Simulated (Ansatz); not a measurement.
# MoS2: which magnetic state does the SCF reach?

Aim: see which self-consistent states MoS2 reaches from different starts at one fixed geometry, and which of them is lowest. System: MoS2, its deposited structure (space group P6_3/mmc); the cell holds 6 atoms. Source: COD entry 1531960, which need not be the ambient phase.

Computed with Ansatz 0.2.0 (DFT PBE, PAW, plane waves, scalar-relativistic, unless a step's input says otherwise).

### 1 The starting structure

It takes space group P6_3/mmc (No. 194, hexagonal). The conventional cell has a = 3.169 Å, b = 3.169 Å, c = 12.324 Å, α = 90.00°, β = 90.00°, γ = 120.00°. Around Mo (site symmetry -6m2) lie 6 S at 2.41 Å. S (site symmetry 3m) is surrounded by 3 Mo at 2.41 Å.

Coordinates:

```cif
data_structure
_symmetry_space_group_name_H-M 'P 1'
_symmetry_Int_Tables_number 1
_cell_length_a 3.1690
_cell_length_b 3.1690
_cell_length_c 12.3240
_cell_angle_alpha 90.000
_cell_angle_beta 90.000
_cell_angle_gamma 120.000
_cell_volume 107.18
loop_
_atom_site_label
_atom_site_type_symbol
_atom_site_fract_x
_atom_site_fract_y
_atom_site_fract_z
_atom_site_occupancy
Mo1 Mo 0.33333 0.66667 0.25000 1
Mo2 Mo 0.66667 0.33333 0.75000 1
S1 S 0.33333 0.66667 0.62300 1
S2 S 0.66667 0.33333 0.12300 1
S3 S 0.33333 0.66667 0.87700 1
S4 S 0.66667 0.33333 0.37700 1
```

Atoms are counted from 1 in the order of input.yaml (S6 and so on).

The first starts: parallel moments, plain SCF; opposed moments +-, plain SCF; no spin polarisation; spin on, no moments given (the program may seed its own), plain SCF. Further starts follow from what these give.

“Plain SCF” means no search for lower states. 

Site moments are integrals over atomic spheres and don't add up to the total.

### 2 Parallel moments, plain SCF

input.yaml reads:

```yaml
crystal:
  lattice:
    - [3.16899805, 0.0, 0.0]
    - [-1.58449902, 2.74443282, 0.0]
    - [0.0, 0.0, 12.324]
  atoms:
    - { symbol: Mo, position: [0.33333333, 0.66666667, 0.25], spin: 2.0 }
    - { symbol: Mo, position: [0.66666667, 0.33333333, 0.75], spin: 2.0 }
    - { symbol: S, position: [0.33333333, 0.66666667, 0.623] }
    - { symbol: S, position: [0.66666667, 0.33333333, 0.123] }
    - { symbol: S, position: [0.33333333, 0.66666667, 0.877] }
    - { symbol: S, position: [0.66666667, 0.33333333, 0.377] }
magnetization:
  spin_polarized: true
hamiltonian:
  xc: pbe
  pseudopotentials: { kind: paw }
basis:
  ecutwfc: 420
kpoints:
  mp_grid: { grid: [8, 8, 2] }
scf:
  occupations: { method: fermi_dirac, width: 0.02 }
  lower_state_search: "off"
output:
  forces: true
  stress: true
```

Log, cut to the lines that bear on the results:

```text
[...]
Pseudopotentials: kind: paw
Pseudopotential: Mo, paw, valence charge 14, recommended cutoff 420 eV (normal), Mo.paw.azcp
Pseudopotential: S, paw, valence charge 6, recommended cutoff 420 eV (normal), S.paw.azcp
Functional definition: PBE
[...]
Crystal: 6 atoms, lattice volume = 107.183 Å³
Basis set: ecut = 420 eV, 2081 PW (Γ), exchange–correlation on 48×48×180 points (8 copies of the dense FFT grid, shifted against one another)
Bands: 34, of which v1, the nominal top of the filled ones, is band 26 counted from 1 (25 counted from 0)
Symmetry: 24 space group operations
Space group: P63/mmc (ITA 194), of the structure as read, at distance tolerance 4.8e-5 Å
Magnetic group: BNS 194.263 (UNI 1493), of the structure as read, at distance tolerance 4.8e-5 Å
k-points: 20 of 128
[...]
Starting moments: Σ|m| = 4 μB on 2 of 6 sites
[...]
SCF iter   1: F=—  HF=-13527.355770 eV  |F-HF|=—  |Δ(HF+E_count)|=         —  Δρ=9.17e-2 (↑9.17e-2 ↓3.99e-2)  dr2=1.31e1  dr2_m=2.98e0  M=0.000 μB ∫|m|=0.890 μB  β_m=0.30  ethr=3.10e-3  ⟨swp⟩=7.1  Hψ=6116  notcnv=0
[...]
spin=Collinear: Resta preconditioning applied to the charge; magnetization (m = ρ↑ − ρ↓) channel mixes plain (no charge-response kernel on spin).
[...]
spin-set hold released at iteration 7 (site moments contracting): the magnetisation degrees of freedom join the quasi-Newton model from the next iteration; the mixer history was flushed
[...]
SCF iter  14: F=-13525.540673 eV  HF=-13525.540673 eV  |F-HF|=2.36e-10  |Δ(HF+E_count)|=   2.37e-8  Δρ=2.46e-7 (↑2.46e-7 ↓2.40e-7)  dr2=8.46e-11  dr2_m=4.53e-11  M=0.000 μB ∫|m|=0.000 μB  ethr=2.35e-11  ⟨swp⟩=1.2  Hψ=3506  notcnv=0
WARN: the starting moments were not kept: the SCF closed with an absolute magnetisation of 1.0e-5 μB, where they sum to 4 μB in size (2 sites). That is at most 0.1 of that sum. Measured as dr2_m measures the in/out step, that magnetisation stands 5.4e-12 eV from none, at or under the [...]
SCF converged after 14 iterations
Magnetization: 0.0000 μB (26.0000 up, 26.0000 down)
Absolute magnetization: 0.0000 μB (∫|ρ↑−ρ↓|, with the PAW one-centre terms)
Spin contamination: 0.0000 ħ² per cell (⟨S²⟩ above its minimum at these occupations)
Per-site moments (μB) at R_I (Å): [(2.007991567178915e-7, 0.9931921137944907), (2.0079915667976248e-7, 0.9931921137944903), (4.5097026074912214e-7, 0.9931921137944909), (4.5097026070687976e-7, 0.9931921137944907), (4.509702607370697e-7, 0.9931921137944903), (4.509702607444401e-7, [...]
Free energy (F): -13525.540673 eV
[...]
E sigma→0 (E₀):  -13525.540673 eV
Fermi energy:    11.361857 eV
[...]
--- Forces (eV/Å), atoms counted from 1 ---
  atom   1  Mo     0.00000000    -0.00000000     0.00000000
  atom   2  Mo    -0.00000000     0.00000000     0.00000000
  atom   3  S     -0.00000000     0.00000000     0.06507851
  atom   4  S      0.00000000     0.00000000     0.06507851
  atom   5  S     -0.00000000     0.00000000    -0.06507851
  atom   6  S      0.00000000    -0.00000000    -0.06507851
[...]
--- Stress (GPa, compression-positive) ---
        1.853968      -0.000000       0.000000
       -0.000000       1.853968       0.000000
        0.000000       0.000000       2.269033
  P = ⅓ Tr σ = 1.9923 GPa (19.923 kbar)
```

It took 5.5 s on 2 threads of an Arm CPU, shared host; peak memory 0.44 GiB.

Result: non-magnetic, a gap of 0.98 eV on the k-mesh.

### 3 Opposed moments +-, plain SCF

input.yaml: that of step 2 with these lines changed.

```diff
@@ -7,3 +7,3 @@
     - { symbol: Mo, position: [0.33333333, 0.66666667, 0.25], spin: 2.0 }
-    - { symbol: Mo, position: [0.66666667, 0.33333333, 0.75], spin: 2.0 }
+    - { symbol: Mo, position: [0.66666667, 0.33333333, 0.75], spin: -2.0 }
     - { symbol: S, position: [0.33333333, 0.66666667, 0.623] }
```

Log, cut to the lines that bear on the results:

```text
[... 12 lines as in an earlier run ...]
Symmetry: 12 space group operations
Space group: P-6m2 (ITA 187), of the structure as read, at distance tolerance 4.8e-5 Å
Magnetic group: BNS 194.267 (UNI 1497), of the structure as read, at distance tolerance 4.8e-5 Å
k-points: 20 of 128 (time reversal used)
[... 6 lines as in an earlier run ...]
Starting moments: Σ|m| = 4 μB on 2 of 6 sites
Starting magnetic order: antiferromagnet; an inversion exchanges its spin sublattices: spin-degenerate at every k-point
[... 2 lines as in an earlier run ...]
SCF iter   1: F=—  HF=-13527.360044 eV  |F-HF|=—  |Δ(HF+E_count)|=         —  Δρ=7.06e-2 (↑7.06e-2 ↓7.06e-2)  dr2=1.30e1  dr2_m=2.96e0  M=-0.000 μB ∫|m|=0.878 μB  β_m=0.30  ethr=3.10e-3  ⟨swp⟩=6.7  Hψ=6174  notcnv=0
[...]
[... 1 line as in an earlier run ...]
[...]
spin-set hold released at iteration 7 (site moments contracting): the magnetisation degrees of freedom join the quasi-Newton model from the next iteration; the mixer history was flushed
[...]
SCF iter  15: F=-13525.540673 eV  HF=-13525.540673 eV  |F-HF|=6.18e-11  |Δ(HF+E_count)|=  3.98e-10  Δρ=1.11e-7 (↑9.17e-8 ↓1.11e-7)  dr2=7.76e-11  dr2_m=2.80e-12  M=0.000 μB ∫|m|=0.000 μB  ethr=1.00e-12  ⟨swp⟩=1.0  Hψ=3482  notcnv=0
WARN: the starting moments were not kept: the SCF closed with an absolute magnetisation of 2.6e-6 μB, where they sum to 4 μB in size (2 sites). That is at most 0.1 of that sum. Measured as dr2_m measures the in/out step, that magnetisation stands 3.9e-13 eV from none, at or under the [...]
SCF converged after 15 iterations
Magnetization: 0.0000 μB (26.0000 up, 26.0000 down)
Absolute magnetization: 0.0000 μB (∫|ρ↑−ρ↓|, with the PAW one-centre terms)
Spin contamination: 0.0000 ħ² per cell (⟨S²⟩ above its minimum at these occupations)
Per-site moments (μB) at R_I (Å): [(2.1968302417907087e-7, 0.9931921137944907), (-2.2154494772929599e-7, 0.9931921137944903), (2.1741428938637595e-8, 0.9931921137944907), (-2.3022179957899402e-8, 0.9931921137944907), (2.174142895544124e-8, 0.9931921137944903), (-2.3022179968158695e-8, [...]
Free energy (F): -13525.540673 eV
[...]
E sigma→0 (E₀):  -13525.540673 eV
Fermi energy:    11.361861 eV
[... 28 lines left out: energy terms, forces, stress ...]
```

It took 8.8 s on 2 threads of an Arm CPU, shared host; peak memory 0.4 GiB.

This is the state of step 2 again (non-magnetic), after 15 iterations.

### 4 No spin polarisation

input.yaml: that of step 3 with these lines changed.

```diff
@@ -6,4 +6,4 @@
   atoms:
-    - { symbol: Mo, position: [0.33333333, 0.66666667, 0.25], spin: 2.0 }
-    - { symbol: Mo, position: [0.66666667, 0.33333333, 0.75], spin: -2.0 }
+    - { symbol: Mo, position: [0.33333333, 0.66666667, 0.25] }
+    - { symbol: Mo, position: [0.66666667, 0.33333333, 0.75] }
     - { symbol: S, position: [0.33333333, 0.66666667, 0.623] }
@@ -12,4 +12,2 @@
     - { symbol: S, position: [0.66666667, 0.33333333, 0.377] }
-magnetization:
-  spin_polarized: true
 hamiltonian:
```

Log, cut to the lines that bear on the results:

```text
[... 11 lines as in an earlier run ...]
Bands: 32, of which v1, the nominal top of the filled ones, is band 26 counted from 1 (25 counted from 0)
[... 8 lines as in an earlier run ...]
[...]
[... 2 lines as in an earlier run ...]
SCF iter   1: F=—  HF=-13525.526966 eV  |F-HF|=—  |Δ(HF+E_count)|=         —  Δρ=5.48e-3  dr2=7.57e-3  ethr=1.77e-3  ⟨swp⟩=7.0  Hψ=2810  notcnv=0
[...]
SCF iter   6: F=-13525.540673 eV  HF=-13525.540673 eV  |F-HF|=2.74e-8  |Δ(HF+E_count)|=   1.97e-6  Δρ=8.27e-6  dr2=8.63e-8  ethr=1.92e-10  ⟨swp⟩=3.7  Hψ=2663  notcnv=0
[...]
SCF converged after 6 iterations
Free energy (F): -13525.540673 eV
[...]
E sigma→0 (E₀):  -13525.540673 eV
Fermi energy:    11.361837 eV
[... 28 lines left out: energy terms, forces, stress ...]
```

It took 2 s on 2 threads of an Arm CPU, shared host; peak memory 0.38 GiB.

Nothing new: the 6 iterations lead to the state found in step 2 (non-magnetic).

### 5 Spin on, no moments given (the program may seed its own), plain SCF

input.yaml: that of step 4 with these lines changed.

```diff
@@ -25 +25,3 @@
   stress: true
+magnetization:
+  spin_polarized: true
```

Log, cut to the lines that bear on the results:

```text
band count auto-derived: 36 (N_el = 52.0; filled up to band 26; 32 by the electrons, moments and atoms)
[... 11 lines as in an earlier run ...]
Bands: 36, of which v1, the nominal top of the filled ones, is band 26 counted from 1 (25 counted from 0)
[... 8 lines as in an earlier run ...]
[...]
[... 2 lines as in an earlier run ...]
SCF iter   1: F=—  HF=-13527.056273 eV  |F-HF|=—  |Δ(HF+E_count)|=         —  Δρ=3.05e-2 (↑3.05e-2 ↓3.05e-2)  dr2=5.01e0  dr2_m=0.00e0  M=0.000 μB ∫|m|=0.000 μB  β_m=0.30  ethr=3.10e-3  ⟨swp⟩=6.7  Hψ=3233  notcnv=0
[...]
[... 1 line as in an earlier run ...]
[...]
SCF iter  12: F=-13525.540673 eV  HF=-13525.540673 eV  |F-HF|=1.26e-7  |Δ(HF+E_count)|=   2.23e-6  Δρ=2.67e-6 (↑2.67e-6 ↓2.67e-6)  dr2=3.81e-8  dr2_m=0.00e0  M=0.000 μB ∫|m|=0.000 μB  ethr=1.92e-10  ⟨swp⟩=3.0  Hψ=2548  notcnv=0
[...]
SCF converged after 12 iterations
Magnetization: 0.0000 μB (26.0000 up, 26.0000 down)
Absolute magnetization: 0.0000 μB (∫|ρ↑−ρ↓|)
Spin contamination: 0.0000 ħ² per cell (⟨S²⟩ above its minimum at these occupations)
Per-site moments (μB) at R_I (Å): [(0.0, 0.9931921137944907), (0.0, 0.9931921137944903), (0.0, 0.9931921137944909), (0.0, 0.9931921137944907), (0.0, 0.9931921137944903), (0.0, 0.9931921137944907)]
Free energy (F): -13525.540673 eV
[...]
E sigma→0 (E₀):  -13525.540673 eV
Fermi energy:    11.361814 eV
[... 28 lines left out: energy terms, forces, stress ...]
```

It took 3.2 s on 2 threads of an Arm CPU, shared host; peak memory 0.43 GiB.

Nothing new: the 12 iterations lead to the state found in step 2 (non-magnetic).

(Part 1 of 2 ends here.)
